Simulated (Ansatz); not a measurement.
An Ansatz (an electronic-structure program) input (plane-wave PAW DFT at the PBE level (Ansatz, 420 eV), scalar-relativistic without spin-orbit coupling, earlier PAW set):

Ansatz 0.2 input:
```yaml
crystal:
  lattice:
    - [3.5808506536, 0, 0]
    - [-1.7904253268, 3.1011076332, 0]
    - [0, 0, 5.7881636073]
  atoms:
    - { symbol: In, position: [0.6666666667, 0.3333333333, 0.5019718467] }
    - { symbol: In, position: [0.3333333333, 0.6666666667, 0.0019718467] }
    - { symbol: N, position: [0.6666666667, 0.3333333333, 0.1232281533] }
    - { symbol: N, position: [0.3333333333, 0.6666666667, 0.6232281533] }
basis: { ecutwfc: 420, ecutrho_ratio: 4, xc_grid: 2, fft_grid_basis: typed }
kpoints: { mp_grid: { grid: [11, 11, 6] } }
hamiltonian:
  xc: pbe
  dispersion: none
  pseudopotentials: { azcp: { folder: ./paw }, kind: paw }
scf: { occupations: { method: fermi_dirac, width: 0.05 } }
relax: { f_tol: 0.01, max_steps: 60, cell: { stress_tol: 0.02, p_target: 0.9 } }
output: { forces: true, stress: true }
checkpoint: { write: state.ck, write_every: 1000 }
```

Problem. Which symmetry and how many k-points will the program report, and about how many plane waves at Γ?

Solution. Space group P63mc (ITA 186) with 12 operations, k-points 64 of 726, and 1237 plane waves at Γ.

Problem. And the final pressure?

Solution. 0.88 GPa (compression positive).

The mesh was chosen for an insulator and is coarse for the gapless case. Load acts through the strain it causes; cell and atoms are relaxed under it. Stability against distortions was not tested. All final runs are without spin polarisation. The cell was made from InN in the wurtzite structure (space group P6_3mc, No. 186) by this change: pressure 0.9 GPa.
